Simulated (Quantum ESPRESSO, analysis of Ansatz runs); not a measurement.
# Migration in Al2O3 (R-3c): V_O hop (2.5 Å), charge 0 (Quantum ESPRESSO), part 3 of 3

Wanted: path and barrier of a jump of O in Al2O3 (R-3c) at charge 0. The case: V_O hop (2.5 Å), in a cell of 80 host atoms with 1 O taken out.

Quantum ESPRESSO 7.5; Quantum ESPRESSO plane-wave DFT, PBEsol, GBRV 1.5 PBEsol potentials; nudged elastic band between two relaxed defect structures.

So far: The starting structure; Relaxation of the start point, charge 0; Relaxation of the end point, charge 0.

**4. Nudged elastic band, charge 0**

3 movable images are laid between the ends by interpolation. Each image feels the true force across the path and a spring force along it. The highest image is set to climb to the top of the path.

This step: Quantum ESPRESSO plane-wave DFT, PBEsol, GBRV 1.5 PBEsol potentials; nudged elastic band between two relaxed defect structures.

The input, neb.in:

```
BEGIN
BEGIN_PATH_INPUT
&PATH
  restart_mode = 'from_scratch'
  string_method = 'neb'
  nstep_path = 45
  ds = 1.5
  opt_scheme = 'broyden'
  num_of_images = 5
  k_max = 0.3
  k_min = 0.2
  CI_scheme = 'auto'
  path_thr = 0.06
/
END_PATH_INPUT
BEGIN_ENGINE_INPUT
&CONTROL
  prefix = 'pwscf'
  outdir = './tmp'
  pseudo_dir = './pseudo'
  disk_io = 'low'
/
&SYSTEM
  ibrav = 0
  nat = 79
  ntyp = 2
  ecutwfc = 36
  ecutrho = 288
  nbnd = 193
  occupations = 'fixed'
  nosym = .true.
/
&ELECTRONS
  conv_thr = 8d-08
  electron_maxstep = 100
  mixing_beta = 0.5
/
ATOMIC_SPECIES
Al    26.9815 al_pbesol_v1.uspp.F.UPF
O     15.9990 o_pbesol_v1.2.uspp.F.UPF
CELL_PARAMETERS angstrom
   4.7750098375    2.7568532680    8.6755442391
  -4.7750098375    2.7568532680    8.6755442391
   0.0000000000   -5.5137065361    8.6755442391
BEGIN_POSITIONS
FIRST_IMAGE
ATOMIC_POSITIONS crystal
Al     0.3237383219    0.3250170369    0.3248170548
Al     0.4362479927    0.4198522592    0.4280506386
Al     0.0734960353    0.0742277134    0.0742558204
Al     0.1732849609    0.1780637035    0.1772891442
O      0.2213389273    0.0284778261    0.3752256433
O      0.4714748787    0.1255725832    0.2783387591
O      0.0260700774    0.3757169250    0.2231673113
O      0.3743793292    0.2222174094    0.0281409671
O      0.1246592655    0.2773628434    0.4730953285
O      0.2777796894    0.4718799344    0.1255641975
Al     0.3234019180    0.3244786699    0.8243115383
Al     0.4253857663    0.4262506782    0.9269685867
Al     0.0740108995    0.0737906199    0.5742304197
Al     0.1752331284    0.1761699881    0.6767182721
O      0.2219797115    0.0283095265    0.8751045134
O      0.4728695186    0.1262475670    0.7760152042
O      0.0280429935    0.3751872221    0.7220327493
O      0.3758493057    0.2212246805    0.5281106399
O      0.1245633416    0.2783807249    0.9722396463
O      0.2789621070    0.4712808713    0.6251894655
Al     0.3235169520    0.8243813170    0.3240658023
Al     0.4258393177    0.9264189951    0.4262408970
Al     0.0732613261    0.5734427426    0.0749178211
Al     0.1761050042    0.6754680716    0.1770941916
O      0.2231780082    0.5272216357    0.3747991066
O      0.4722259747    0.6253436942    0.2779665367
O      0.0276109826    0.8750632748    0.2222268810
O      0.3747088188    0.7220645439    0.0282538890
O      0.1247917907    0.7782174020    0.4721271880
O      0.2771963090    0.9727840887    0.1251492270
Al     0.3234646925    0.8235676562    0.8245123526
Al     0.4253849063    0.9259499727    0.9267669821
Al     0.0759953542    0.5731911791    0.5724547647
Al     0.1757997120    0.6762811477    0.6761406752
O      0.2218911040    0.5282710581    0.8751579782
O      0.4717817330    0.6247367510    0.7783390300
O      0.0272423989    0.8754037969    0.7221491611
O      0.3745334146    0.7223607744    0.5283856370
O      0.1247227772    0.7779014238    0.9724857399
O      0.2778257424    0.9717037232    0.6255756745
Al     0.8127584887    0.3224535343    0.3307538288
Al     0.9256222611    0.4255248452    0.4254260630
Al     0.5730153993    0.0742354579    0.0748014999
Al     0.6759599759    0.1761286692    0.1762177925
O      0.7212588918    0.0294339003    0.3755915119
O      0.9702389341    0.1253819656    0.2790786634
O      0.5289684271    0.3745009210    0.2217798062
O      0.8747826089    0.2220868193    0.0281104897
O      0.7769578369    0.4726203076    0.1251343263
Al     0.8235908217    0.3242802269    0.8239473209
Al     0.9258677125    0.4263544556    0.9261609238
Al     0.5732058917    0.0722881910    0.5752772727
Al     0.6760826779    0.1750330442    0.6784841095
O      0.7215313718    0.0276972968    0.8761097505
O      0.9715126670    0.1248946681    0.7787415675
O      0.5280764728    0.3748623925    0.7209103343
O      0.8734112859    0.2223265103    0.5292346093
O      0.6246648712    0.2782113778    0.9717115516
O      0.7778726313    0.4720511818    0.6249139995
Al     0.8240130966    0.8233605244    0.3242308536
Al     0.9259397827    0.9261563893    0.4259935396
Al     0.5734378400    0.5740063162    0.0743832288
Al     0.6758243405    0.6760585692    0.1764303960
O      0.7201300146    0.5286008583    0.3760724374
O      0.9714460310    0.6248253164    0.2786556789
O      0.5277884102    0.8752728802    0.2222746294
O      0.8745907230    0.7221610966    0.0284979032
O      0.6247439955    0.7785842590    0.4722755021
O      0.7776564104    0.9721439521    0.1257331132
Al     0.8238764812    0.8236863207    0.8245670615
Al     0.9259599772    0.9258776802    0.9269186485
Al     0.5733843368    0.5741833451    0.5744071520
Al     0.6763925367    0.6757040398    0.6762082422
O      0.7215811302    0.5281467460    0.8752343409
O      0.9719999397    0.6253190756    0.7777527092
O      0.5278379741    0.8744990407    0.7226411638
O      0.8749784100    0.7223683934    0.5282615058
O      0.6246002076    0.7789354768    0.9716351967
O      0.7766132420    0.9743486491    0.6241988285
INTERMEDIATE_IMAGE
ATOMIC_POSITIONS crystal
Al     0.3235622547    0.3248442432    0.3246410264
Al     0.4333781148    0.4216473851    0.4275414678
[... 77 atom lines left out ...]
INTERMEDIATE_IMAGE
ATOMIC_POSITIONS crystal
Al     0.3234175017    0.3246817138    0.3244979225
Al     0.4309015759    0.4231628450    0.4271242830
[... 77 atom lines left out ...]
INTERMEDIATE_IMAGE
ATOMIC_POSITIONS crystal
Al     0.3232917609    0.3244953660    0.3243762031
Al     0.4283465256    0.4247633804    0.4266631360
[... 77 atom lines left out ...]
LAST_IMAGE
ATOMIC_POSITIONS crystal
Al     0.3231636808    0.3242875579    0.3242471191
Al     0.4255856754    0.4264770267    0.4261727398
[... 13 atom lines left out ...]
O      0.4740597599    0.1238572033    0.7773591261
[... 1 atom line left out ...]
O      0.3740451049    0.2224653153    0.5285317605
[... 22 atom lines left out ...]
Al     0.8241447628    0.3239677723    0.3241635887
[... 3 atom lines left out ...]
O      0.7208760929    0.0278477904    0.3766338418
O      0.9710600609    0.1248356248    0.2796928523
[... 5 atom lines left out ...]
Al     0.5717812443    0.0750685002    0.5739960037
Al     0.6747096343    0.1780930905    0.6768132593
[... 3 atom lines left out ...]
O      0.8744961757    0.2207385089    0.5288388554
[... 3 atom lines left out ...]
Al     0.9193942256    0.9277770633    0.4371685504
[... 8 atom lines left out ...]
Al     0.8220363710    0.8304314755    0.8136065646
[... 8 atom lines left out ...]
O      0.6259412672    1.2757942665    0.4734667201
END_POSITIONS
K_POINTS gamma
END_ENGINE_INPUT
END
```

Command:

```sh
$ OMP_NUM_THREADS=1 mpirun -n 4 neb.x -ni 2 -inp neb.in > neb.out
```

What it wrote:

```text
[shortened: banners, details of potentials and solvers, and blank lines are left out]
[banner, memory and clock lines left out]
     path-images division:  nimage    =       2
     initial path length           =  4.7787 bohr
     initial inter-image distance  =  1.1947 bohr
     string_method                 =    neb
     restart_mode                  =    from_scratch
     opt_scheme                    =    broyden
     num_of_images                 =    5
     nstep_path                    =    45
     CI_scheme                     =    auto
     first_last_opt                =    F
     use_freezing                  =    F
     ds                            =    1.5000 a.u.
     k_max                         =    0.3000 a.u.
     k_min                         =    0.2000 a.u.
     path_thr                      =    0.0600 eV / A
     ------------------------------ iteration   1 ------------------------------
     activation energy (->) =   4.064730 eV
     activation energy (<-) =   4.064824 eV
     image        energy (eV)        error (eV/A)        frozen
         1     -23655.4759024            0.016549            T
         2     -23653.4098307            3.069816            F
         3     -23651.4111723            3.204680            F
         4     -23653.4091744            2.446284            F
         5     -23655.4759961            0.023944            T
     climbing image =  3
     path length          =  4.779 bohr
     inter-image distance =  1.195 bohr
     ------------------------------ iteration   2 ------------------------------
     activation energy (->) =   3.646077 eV
     activation energy (<-) =   3.646170 eV
     image        energy (eV)        error (eV/A)        frozen
         1     -23655.4759024            0.016549            T
         2     -23653.5908415            1.155418            F
         3     -23651.8298257            0.874494            F
         4     -23653.5900856            1.058475            F
         5     -23655.4759961            0.023944            T
     climbing image =  3
     path length          =  4.893 bohr
[...]
------------------------------ iteration   3 ------------------------------
     activation energy (->) =   3.522616 eV
     activation energy (<-) =   3.522710 eV
     image        energy (eV)        error (eV/A)        frozen
         1     -23655.4759024            0.016549            T
         2     -23653.5949277            0.444825            F
         3     -23651.9532863            0.634600            F
         4     -23653.5942001            0.434923            F
         5     -23655.4759961            0.023944            T
     climbing image =  3
     path length          =  4.939 bohr
[...]
------------------------------ iteration   4 ------------------------------
     activation energy (->) =   3.452956 eV
     activation energy (<-) =   3.453050 eV
     image        energy (eV)        error (eV/A)        frozen
         1     -23655.4759024            0.016549            T
         2     -23653.5977981            0.221670            F
         3     -23652.0229465            0.202563            F
         4     -23653.5972010            0.277173            F
         5     -23655.4759961            0.023944            T
     climbing image =  3
     path length          =  5.047 bohr
[...]
------------------------------ iteration   5 ------------------------------
     activation energy (->) =   3.438475 eV
     activation energy (<-) =   3.438569 eV
     image        energy (eV)        error (eV/A)        frozen
         1     -23655.4759024            0.016549            T
         2     -23653.6330509            0.127941            F
         3     -23652.0374272            0.161174            F
         4     -23653.6325347            0.166768            F
         5     -23655.4759961            0.023944            T
     climbing image =  3
     path length          =  5.063 bohr
[...]
------------------------------ iteration   6 ------------------------------
     activation energy (->) =   3.414549 eV
     activation energy (<-) =   3.414643 eV
     image        energy (eV)        error (eV/A)        frozen
         1     -23655.4759024            0.016549            T
         2     -23653.6795338            0.104869            F
         3     -23652.0613535            0.075846            F
         4     -23653.6791786            0.095922            F
         5     -23655.4759961            0.023944            T
     climbing image =  3
     path length          =  5.124 bohr
[...]
------------------------------ iteration   7 ------------------------------
     activation energy (->) =   3.409731 eV
     activation energy (<-) =   3.409825 eV
     image        energy (eV)        error (eV/A)        frozen
         1     -23655.4759024            0.016549            T
         2     -23653.6819841            0.066097            F
         3     -23652.0661710            0.059972            F
         4     -23653.6816547            0.058202            F
         5     -23655.4759961            0.023944            T
     climbing image =  3
     path length          =  5.130 bohr
[...]
------------------------------ iteration   8 ------------------------------
     activation energy (->) =   3.403021 eV
     activation energy (<-) =   3.403115 eV
     image        energy (eV)        error (eV/A)        frozen
         1     -23655.4759024            0.016549            T
         2     -23653.6785748            0.064636            F
         3     -23652.0728814            0.039674            F
         4     -23653.6783411            0.054690            F
         5     -23655.4759961            0.023944            T
     climbing image =  3
     path length          =  5.149 bohr
[...]
------------------------------ iteration   9 ------------------------------
     activation energy (->) =   3.400954 eV
     activation energy (<-) =   3.401048 eV
     image        energy (eV)        error (eV/A)        frozen
         1     -23655.4759024            0.016549            T
         2     -23653.6711672            0.075578            F
         3     -23652.0749484            0.037712            F
         4     -23653.6711535            0.080282            F
         5     -23655.4759961            0.023944            T
     climbing image =  3
     path length          =  5.198 bohr
[...]
------------------------------ iteration  10 ------------------------------
     activation energy (->) =   3.399817 eV
     activation energy (<-) =   3.399911 eV
     image        energy (eV)        error (eV/A)        frozen
         1     -23655.4759024            0.016549            T
         2     -23653.6806733            0.027396            F
         3     -23652.0760854            0.030098            F
         4     -23653.6806152            0.032753            F
         5     -23655.4759961            0.023944            T
     climbing image =  3
     path length          =  5.181 bohr
     inter-image distance =  1.295 bohr
     neb: convergence achieved in  10 iterations
```

Elapsed: 14 min, on 4 MPI ranks of Arm Neoverse V2, shared host; peak memory 1.7 GiB.

Images along the path:

| image | path (Å) | energy (eV) | O79: x, y, z (Å) |
| --- | --- | --- | --- |
| 0 | 0.000 | 0.0000 | -0.944, 1.385, 20.606 |
| 1 | 0.754 | 1.7952 | -1.433, 1.878, 20.608 |
| 2 | 1.371 | 3.3998 | -1.897, 2.228, 20.606 |
| 3 | 1.988 | 1.7953 | -2.432, 2.455, 20.604 |
| 4 | 2.742 | -0.0001 | -3.103, 2.632, 20.606 |

This step gave:

```
barrier forward  : 3.400 eV
barrier backward : 3.400 eV
end less start   : -9.38e-5 eV
hop length       : 2.493 Å
```

The band met its tolerance of 0.06 eV/Å after 10 iterations, with image 2 on top (the start counts as 0). O79, which moves farthest between the ends, has 4 Al at 1.87 to 1.97 Å nearest at the start and 4 Al at 1.79 to 2.05 Å at the top.

**5. Summary of results**

```json
{"barrier forward": "3.40 eV", "barrier backward": "3.40 eV", "end less start": "0.00 eV", "hop length": "2.49 Å", "band iterations, as the log counts them": "10"}
```

What this shows: The top of the band lies 3.40 eV above the start and 3.40 eV above the end, which are alike in energy and neighbours. With an assumed prefactor of 1e13 per second it gives one hop a second along this one path at about 1320 K; whether such hops link up through the crystal wasn't checked. The order of the top as a saddle was not checked for all atoms, so a bent path could be lower. What this leaves open: sampling at the zone centre alone can move energies of charged and open-shell states by tenths of an eV or more in cells of this size. The cutoff of 36 Ry is under the 40 Ry advised for these potentials.

[Logs are printed without paths, hosts, clocks, repeated set-up lines and the standing remarks that a program may print on its own settings, such as how far it seeks lower states.]

[Hosts, paths, dates, database ids (printed as entryN), source tags and the programs' standing remarks are cut or masked in the printed files.]
